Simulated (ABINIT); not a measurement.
Ge:

```xyz
2
Lattice="-2.5745 2.5745 1.3974 2.5745 -2.5745 1.3974 2.5745 2.5745 -1.3974" Properties=species:S:1:pos:R:3 pbc="T T T"
Ge    0.0000    0.0000    1.3974
Ge    2.5745    0.0000    0.6987
```

This isn't the form of Ge at room conditions, which is diamond.

* Program: ABINIT 10.8.3 (patched build)
* Task: relaxation of cell and atoms
* Functional: PBE
* Potentials or basis: JTH PAW PBE v2.0
* Cutoff: 599 eV
* k mesh: 9 × 9 × 9
* Occupations: fermi-dirac, width 0.05 eV
* Spin: no spin polarisation

At the start: pressure 3.4 GPa; volume 18.52 Å³/atom.

Where does the relaxation end?

Over 5 steps the energy falls by 9.1 meV/atom and the volume is 19.40 Å³/atom (+4.7 %); space group I4_1/amd (No. 141, to 0.05 Å).

Step by step:
| step | energy change (eV) | largest force (eV/Å) | pressure (GPa) | volume (Å³) |
| --- | --- | --- | --- | --- |
| 1 | 0.0000 | 0.0000 | 3.40 | 37.05 |
| 2 | -0.0073 | 0.0000 | 2.57 | 37.44 |
| 3 | -0.0181 | 0.0000 | 0.10 | 38.72 |
| 4 | -0.0181 | 0.0000 | 0.00 | 38.79 |
| 5 | -0.0181 | 0.0000 | -0.01 | 38.79 |

Final structure:
```
Ge
1.0
    -2.60727    2.60727    1.42666
     2.60727   -2.60727    1.42666
     2.60727    2.60727   -1.42666
Ge
2
Direct
  0.50000 0.50000 0.00000
  0.25000 0.75000 0.50000
```
